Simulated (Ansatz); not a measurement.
**Fe under changes of volume**

One of the cells (11.435 Å³/atom); the others are scaled copies at fixed shape and fractional positions:

```
Fe
1.0
     0.00000    1.94174    1.96511
     1.49844    0.00000    1.96511
     1.49844    1.94174    0.00000
Fe
1
Direct
  0.00000 0.00000 0.00000
```

```yaml
Program: Ansatz 0.2.0
Functional: LDA
Potentials_or_basis: all-electron LAPW, scalar-relativistic
Cutoff: 316 eV (chosen from the basis error)
Basis_error_allowed: 0.001 eV/atom
k_mesh: 13 × 13 × 13
Occupations: fermi-dirac, width 0.05 eV
Spin: collinear spin, ferromagnetic start
Starting_moments: "[3.0] μB"
```

| volume (Å³/atom) | energy over the lowest point (meV/atom) | pressure (GPa) | moment (μB per cell) |
| --- | --- | --- | --- |
| 10.749 | 0.00 | -7.6 | 2.03 |
| 10.978 | 14.22 | -11.9 | 2.06 |
| 11.207 | 34.23 | -15.7 | 2.10 |
| 11.435 | 59.10 | -18.8 | 2.14 |
| 11.664 | ? | ? | ? |
| 11.893 | 120.45 | -23.7 | 2.23 |
| 12.121 | 155.71 | -25.6 | 2.28 |

Question: What does the run at 11.664 Å³/atom give?

Answer: Energy over the lowest point 88.05 meV/atom; pressure -21.5 GPa; moment 2.18 μB per cell.

Worked out: A Birch-Murnaghan fit of order 3 (a polynomial in V^(-2/3)) to the other rows has no minimum within the range. It gives 88.04 meV/atom at 11.664 Å³/atom, against the run's 88.05, and -dE/dV = -21.6 GPa, against -21.5. A parabola through the other rows of the moment, of slope 0.198 μB per Å³/atom there, gives 2.18 μB, against the run's 2.18.

Energies are extrapolated to zero smearing.
